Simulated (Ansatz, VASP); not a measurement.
Sb: VASP beside Ansatz

INCAR

```
SYSTEM = Sb
PREC = Accurate ; ENCUT = 520
EDIFF = 1E-6 ; ISMEAR = 0
SIGMA = 0.15 ; LREAL = .False.
LASPH = .True. ; NELM = 100
ALGO = Fast ; ISIF = 2
LWAVE = .False. ; LCHARG = .False.
GGA = PS ; NBANDS = 8
```

The input KPOINTS:

```
regular mesh
0
Gamma
  20 20 20
  0 0 0
```

File POSCAR:

```
Sb
1.0
    0.0000000000      2.3712425216      2.3712425216
    2.3712425216      0.0000000000      2.3712425216
    2.3712425216      2.3712425216      0.0000000000
Sb
1
Direct
    0.0000000000      0.0000000000      0.0000000000
```

Input for Ansatz:

```yaml
crystal:
  lattice:
    - [0.0, 2.3712425216, 2.3712425216]
    - [2.3712425216, 0.0, 2.3712425216]
    - [2.3712425216, 2.3712425216, 0.0]
  atoms:
    - { symbol: Sb, position: [0.0, 0.0, 0.0] }
basis:
  ecutwfc: 420
kpoints:
  mp_grid: { grid: [20, 20, 20] }
hamiltonian:
  xc: pbesol
scf:
  occupations: { method: gaussian, width: 0.15 }
output:
  forces: true
  stress: true
  eigenvalues: true
```

This isn't the form of Sb at room conditions, which is rhombohedral.

Alike in both runs: task single point; functional PBEsol; k mesh 20 × 20 × 20; occupations gaussian, width 0.15 eV; no spin polarisation.

|  | VASP | Ansatz |
| --- | --- | --- |
| version | VASP 6.6.1 | Ansatz 0.2.0 |
| potentials or method | VASP PAW PBE potentials, release 64 (Sb) | scalar-relativistic, plane waves, PAW |
| plane-wave cutoff (eV) | 520 | 420 |
| valence electrons in the cell | 5 | 15 |

|  | VASP | Ansatz | Ansatz less VASP |
| --- | --- | --- | --- |
| gap on the k mesh at the Fermi level (eV) | none | none | - |
| pressure (GPa) | -1.2 | -1.2 | +0.03 |

A gap of «none» marks a metal or a gap that the smearing closes. The functional is the same, so the differences come from potentials, cutoffs and numerics. The two sets of potentials don't hold the same shells in valence.

Caveats: the PAW data sets were made with another functional, which shifts forces and pressure a little (VASP). The runs have no spin-orbit coupling, so splittings on Sb are missing.
